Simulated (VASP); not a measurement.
# Dy (Im-3m) in VASP: further runs

Runs on Dy. Level: PBE. Tasks: single point.

All numbers are computed with VASP 6.6.1; they aren't measurements. Logs are shortened: lines on timing, memory, paths and dates and some standing lists are left out, and cuts for length are marked.

**1. Starting point**

Symmetry: Im-3m, No. 229, cubic system. The conventional cell has a = 4.001 Å, b = 4.001 Å, c = 4.001 Å, α = 90.00°, β = 90.00°, γ = 90.00°. Around Dy (site symmetry m-3m) lie 8 Dy at 3.46 Å.

This isn't the form of Dy at room conditions, which is hcp.

**2. Single point, PBE, collinear spin, ferromagnetic start**

INCAR

```
SYSTEM = Dy
  ADDGRID = .False.
  ALGO = Normal
  EDIFF = 1E-6
  ENCUT = 500
  GGA = PE
  ISIF = 2
  ISMEAR = 0
  ISPIN = 2
  LASPH = .True.
  LCHARG = .False.
  LMAXMIX = 6
  LORBIT = 11
  LREAL = .False.
  LWAVE = .False.
  MAGMOM = 5
  NELM = 100
  PREC = Normal
  SIGMA = 0.2
```

KPOINTS

```
k-points
0
Gamma
  14 14 14
  0 0 0
```

POSCAR

```
Dy
1.0
   -2.0003821482      2.0003821482      2.0003821482
    2.0003821482     -2.0003821482      2.0003821482
    2.0003821482      2.0003821482     -2.0003821482
Dy
1
Direct
    0.0000000000      0.0000000000      0.0000000000
```

Potentials or basis: VASP PAW PBE potentials, release 64 (Dy).

Command:

```
$ cat potpaw_PBE.64/Dy/POTCAR > POTCAR
$ mpirun -np 1 vasp_std > vasp.out
```

OUTCAR:

```text
SYSTEM = Dy
   EDIFF = 1E-6
   ENCUT = 500
   GGA = PE
   ISIF = 2
   ISMEAR = 0
   ISPIN = 2
   LASPH = .True.
   LORBIT = 11
   LREAL = .False.
   NELM = 100
   PREC = Normal

 Found    104 irreducible k-points:

 Following reciprocal coordinates:
            Coordinates               Weight
  0.000000  0.000000  0.000000      1.000000
  0.071429  0.000000  0.000000     12.000000
  0.142857  0.000000  0.000000     12.000000
  0.214286  0.000000  0.000000     12.000000
  0.285714  0.000000  0.000000     12.000000
  0.357143  0.000000  0.000000     12.000000
   k-points           NKPTS =    104   k-points in BZ     NKDIM =    104   number of bands    NBANDS=     17
   number of dos      NEDOS =    301   number of ions     NIONS =      1
   total plane-waves  NPLWV =   8000
   dimension x,y,z NGX =    20 NGY =   20 NGZ =   20
   dimension x,y,z NGXF=    40 NGYF=   40 NGZF=   40
   ions per type =               1
   NGX,Y,Z   is equivalent  to a cutoff of   9.60,  9.60,  9.60 a.u.
   NGXF,Y,Z  is equivalent  to a cutoff of  19.19, 19.19, 19.19 a.u.
 SYSTEM =  Dy
   PREC   = normal    normal or accurate (medium, high low for compatibility)
   ISTART =      0    job   : 0-new  1-cont  2-samecut
   ICHARG =      2    charge: 1-file 2-atom 10-const
   ISPIN  =      2    spin polarized calculation?
   LNONCOLLINEAR =      F non collinear calculations
   LSORBIT =      F    spin-orbit coupling
   LASPH  =      T    aspherical Exc in radial PAW
   ENCUT  =  500.0 eV  36.75 Ry    6.06 a.u.   6.32  6.32  6.32*2*pi/ulx,y,z
   NELM   =    100;   NELMIN=  2; NELMDL= -5     # of ELM steps
   EDIFF  = 0.1E-05   stopping-criterion for ELM
   LREAL  =      F    real-space projection
   EDIFFG = 0.1E-04   stopping-criterion for IOM
   NSW    =      0    number of steps for IOM
   IBRION =     -1    ionic relax: 0-MD 1-quasi-New 2-CG
   NFREE  =      0    steps in history (QN), initial steepest desc. (CG)
   ISIF   =      2    stress and relaxation
   ISYM   =      2    0-nonsym 1-usesym 2-fastsym
   POTIM  = 0.5000    time-step for ionic-motion
   TEBEG  =    0.0;   TEEND  =   0.0 temperature during run
   PSTRESS=    0.0 pullay stress
   NELECT =      20.0000    total number of electrons
   NUPDOWN=      -1.0000    fix difference up-down
   EMIN   =  10.00;   EMAX   =-10.00  energy-range for DOS
   EFERMI =   0.00;   METHOD = LEGACY
   ISMEAR =     0;   SIGMA  =   0.20  broadening in eV -4-tet -1-fermi 0-gaus
   EFERMI_NEDOS =   21; number of points for ismear=-14 and -15
   IALGO  =     38    algorithm
   IMIX   =      4    mixing-type and parameters
     AMIX     =   0.40;   BMIX     =  1.00
     AMIX_MAG =   1.60;   BMIX_MAG =  1.00
  volume/ion in A,a.u.               =      32.02       216.07
  Fermi-wavevector in a.u.,A,eV,Ry     =   1.399432  2.644543 26.645792  1.958410
  Thomas-Fermi vector in A             =   2.522492
   LORBIT       =     11    0 simple, 1 ext, 2 COOP (PROOUT), +10 PAW based schemes
   GGA     = PE    functional components
   LHFCALC =     F    Hartree Fock is set to
   AEXX    =    0.0000 exact exchange contribution
   IVDW    =     0    specifies the selected vdW correction
   LEPSILON=     F    determine dielectric tensor
   LRPA    =     F    only Hartree local field effects (RPA)
 spin polarized calculation
 Gauss-broadening in eV      SIGMA  =   0.20
  energy-cutoff  :      500.00
  volume of cell :       32.02
 maximum number of plane-waves:       856
   NGX = 13   NGY = 13   NGZ = 13

 number of electron      20.0000026 magnetization       4.5647355

 Free energy of the ion-electron system (eV)
  ---------------------------------------------------
  ext. energy  EPLUGINS =         0.00000000
  ---------------------------------------------------
  free energy    TOTEN  =        -7.96413826 eV

  energy without entropy =       -7.87802392  energy(sigma->0) =       -7.92108109

 E-fermi :   2.8481     XC(G=0): -10.0684

 val. band max:        2.8435675828   @ k =   0.2143   0.2143   0.2143
 cond. band min:       2.8492013398   @ k =  -0.4286   0.5000   0.3571
 fundamental gap:      0.0056337570
 Fermi energy:         2.8481410200

 spin component 1

 k-point     1 :       0.0000    0.0000    0.0000
  band No.  band energies     occupation
      1     -44.2120      1.00000
      2     -19.7425      1.00000
      3     -19.7425      1.00000
      4     -19.7425      1.00000
      5      -2.2926      1.00000
      6      -0.5072      1.00000
      7      -0.5071      1.00000
      8      -0.5071      1.00000
      9      -0.3652      1.00000
     10       0.1170      1.00000
     11       0.1170      1.00000
     12       0.1170      1.00000
     13       4.8844      0.00000
     14       4.8844      0.00000
     15       4.8844      0.00000
     16       6.9673      0.00000
     17       6.9673      0.00000

 k-point     2 :       0.0714    0.0000    0.0000
  band No.  band energies     occupation
      1     -44.2092      1.00000
      2     -19.7784      1.00000
      3     -19.7536      1.00000
      4     -19.7428      1.00000
      5      -2.1441      1.00000
      6      -0.5118      1.00000
      7      -0.5093      1.00000
      8      -0.5088      1.00000
      9      -0.3723      1.00000
     10       0.1192      1.00000
     11       0.1196      1.00000
     12       0.1218      1.00000
     13       4.7740      0.00000
     14       4.8379      0.00000
     15       5.0400      0.00000
     16       6.7962      0.00000
     17       6.9701      0.00000

 k-point     3 :       0.1429    0.0000    0.0000
  band No.  band energies     occupation
      1     -44.2011      1.00000
      2     -19.8772      1.00000
      3     -19.7843      1.00000
      4     -19.7435      1.00000
      5      -1.7187      1.00000
      6      -0.5246      1.00000
      7      -0.5154      1.00000
      8      -0.5140      1.00000
      9      -0.3896      1.00000
     10       0.1258      1.00000
     11       0.1282      1.00000
     12       0.1360      1.00000
     13       4.4865      0.00000
     14       4.6206      0.00000
     15       5.4972      0.00000
     16       6.5495      0.00000
     17       6.9928      0.00000

 k-point     4 :       0.2143    0.0000    0.0000
  band No.  band energies     occupation
      1     -44.1895      1.00000
      2     -20.0161      1.00000
      3     -19.8282      1.00000
      4     -19.7444      1.00000
      5      -1.0801      1.00000
      6      -0.5418      1.00000
      7      -0.5249      1.00000
      8      -0.5231      1.00000
      9      -0.4089      1.00000
     10       0.1365      1.00000
     11       0.1444      1.00000
     12       0.1581      1.00000
     13       4.1147      0.00000
     14       4.1959      0.00000
     15       6.2291      0.00000
     16       6.5517      0.00000
     17       7.0663      0.00000

 k-point     5 :       0.2857    0.0000    0.0000
  band No.  band energies     occupation
      1     -44.1765      1.00000
      2     -20.1655      1.00000
      3     -19.8764      1.00000
      4     -19.7454      1.00000
      5      -0.5634      1.00000
      6      -0.5361      1.00000
      7      -0.5350      1.00000
      8      -0.4238      1.00000
      9      -0.3480      1.00000
     10       0.1499      1.00000
     11       0.1717      1.00000
     12       0.1854      1.00000
     13       3.7460      0.00000
     14       3.7858      0.00000
     15       6.7436      0.00000
     16       7.1918      0.00000
     17       7.2137      0.00000

 k-point     6 :       0.3571    0.0000    0.0000
  band No.  band energies     occupation
      1     -44.1648      1.00000
      2     -20.2961      1.00000
      3     -19.9193      1.00000
      4     -19.7463      1.00000
      5      -0.5772      1.00000
      6      -0.5469      1.00000
      7      -0.5466      1.00000
      8      -0.4329      1.00000
      9       0.1632      1.00000
     10       0.1728      1.00000
     11       0.2129      1.00000
     12       0.3051      1.00000
     13       3.4426      0.00001
     14       3.6474      0.00000
     15       6.9286      0.00000
     16       7.4283      0.00000
     17       8.3083      0.00000

 [... further k-points ...]

 spin component 2

 k-point     1 :       0.0000    0.0000    0.0000
  band No.  band energies     occupation
      1     -42.1845      1.00000
      2     -18.2646      1.00000
      3     -18.2645      1.00000
      4     -18.2645      1.00000
      5      -2.0996      1.00000
      6       2.5371      0.98607
      7       2.5371      0.98607
      8       2.5374      0.98601
      9       3.7319      0.00000
     10       3.7319      0.00000
     11       3.7328      0.00000
     12       4.2182      0.00000
     13       5.3445      0.00000
     14       5.3445      0.00000
     15       5.3446      0.00000
     16       7.5712      0.00000
     17       7.5712      0.00000

 k-point     2 :       0.0714    0.0000    0.0000
  band No.  band energies     occupation
      1     -42.1811      1.00000
      2     -18.3068      1.00000
      3     -18.2772      1.00000
      4     -18.2649      1.00000
      5      -1.9455      1.00000
      6       2.5342      0.98679
      7       2.5397      0.98542
      8       2.5415      0.98492
      9       3.7204      0.00000
     10       3.7262      0.00000
     11       3.7270      0.00000
     12       4.1881      0.00000
     13       5.2297      0.00000
     14       5.3004      0.00000
     15       5.5311      0.00000
     16       7.3834      0.00000
     17       7.5740      0.00000

 k-point     3 :       0.1429    0.0000    0.0000
  band No.  band energies     occupation
      1     -42.1716      1.00000
      2     -18.4226      1.00000
      3     -18.3123      1.00000
      4     -18.2658      1.00000
      5      -1.5054      1.00000
      6       2.5259      0.98865
      7       2.5470      0.98338
      8       2.5555      0.98075
      9       3.6908      0.00000
     10       3.7124      0.00000
     11       3.7126      0.00000
     12       4.1355      0.00000
     13       4.9312      0.00000
     14       5.0854      0.00000
     15       6.0431      0.00000
     16       7.1216      0.00000
     17       7.5983      0.00000

 k-point     4 :       0.2143    0.0000    0.0000
  band No.  band energies     occupation
      1     -42.1578      1.00000
      2     -18.5846      1.00000
      3     -18.3624      1.00000
      4     -18.2670      1.00000
      5      -0.8493      1.00000
      6       2.5173      0.99034
      7       2.5593      0.97945
      8       2.5801      0.97099
      9       3.6574      0.00000
     10       3.6919      0.00000
     11       3.6985      0.00000
     12       4.0953      0.00000
     13       4.5453      0.00000
     14       4.6624      0.00000
     15       6.8188      0.00000
     16       7.1306      0.00000
     17       7.6770      0.00000

 k-point     5 :       0.2857    0.0000    0.0000
  band No.  band energies     occupation
      1     -42.1425      1.00000
      2     -18.7578      1.00000
      3     -18.4174      1.00000
      4     -18.2683      1.00000
      5      -0.1077      1.00000
      6       2.5241      0.98902
      7       2.5750      0.97328
      8       2.6167      0.94912
      9       3.6321      0.00000
     10       3.6700      0.00000
     11       3.6881      0.00000
     12       4.0702      0.00000
     13       4.1580      0.00000
     14       4.2503      0.00000
     15       7.3356      0.00000
     16       7.8135      0.00000
     17       7.8353      0.00000

 k-point     6 :       0.3571    0.0000    0.0000
  band No.  band energies     occupation
      1     -42.1286      1.00000
      2     -18.9083      1.00000
      3     -18.4662      1.00000
      4     -18.2696      1.00000
      5       0.5139      1.00000
      6       2.5748      0.97338
      7       2.5911      0.96546
      8       2.6647      0.90272
      9       3.6099      0.00000
     10       3.6511      0.00000
     11       3.6821      0.00000
     12       3.8279      0.00000
     13       4.0556      0.00000
     14       4.0895      0.00000
     15       7.5279      0.00000
     16       8.0685      0.00000
     17       8.9594      0.00000

 [... further k-points ...]
[... 5 lines left out ...]
  --------------------------------------------------------------------------------------
  -------------------------------------------------------------------------------------
  Total        0.3647802      0.3647802      0.3647802     -0.0000000      0.0000000     -0.0000000
  in kB       18.2533667     18.2533667     18.2533667     -0.0000000      0.0000000     -0.0000000
  external PRESSURE =      18.2533667 kB  Pullay stress =       0.0000000 kB

 VOLUME and BASIS-vectors are now :
 -----------------------------------------------------------------------------
  energy-cutoff  :      500.00
  volume of cell :       32.02
      direct lattice vectors                 reciprocal lattice vectors
    -2.000382148  2.000382148  2.000382148     0.000000000  0.249952241  0.249952241
     2.000382148 -2.000382148  2.000382148     0.249952241  0.000000000  0.249952241
     2.000382148  2.000382148 -2.000382148     0.249952241  0.249952241  0.000000000

 POSITION                                       TOTAL-FORCE (eV/Angst)
 -----------------------------------------------------------------------------------
      0.00000      0.00000      0.00000         0.000000      0.000000     -0.000000
 -----------------------------------------------------------------------------------
    total drift:                                0.000000     -0.000000      0.000000

  FREE ENERGIE OF THE ION-ELECTRON SYSTEM (eV)
  ---------------------------------------------------
  free  energy   TOTEN  =        -7.9641382610 eV

  energy  without entropy=       -7.8780239244  energy(sigma->0) =       -7.92108109

 total charge

# of ion       s       p       d       f       tot
--------------------------------------------------
    1        2.163   5.815   0.483   9.325  17.787

 magnetization (x)

# of ion       s       p       d       f       tot
--------------------------------------------------
    1        0.008  -0.058   0.031   4.507   4.487
```

It took 81 s on 1 thread of Intel Xeon Platinum 8488C (Sapphire Rapids), shared host; peak memory 0.21 GiB.

These settings aren't checked as converged: the numbers below hold their error.

Results:

| Quantity | Value |
| --- | --- |
| Free energy | -7.9641 eV |
| Pressure | 1.8 GPa |
| Band gap on the k mesh | none (metal or under the smearing width) |
| Net moment | 4.56 μB per cell |
| Site moments | Dy +4.49 μB |
| Valence electrons inside the program's atomic spheres | Dy 17.79 |

Caveat: the magnetic or orbital state may not be the lowest; spin-orbit coupling is left out, which moves the levels of the heavy elements.

(Part 1 of 2 ends here.)
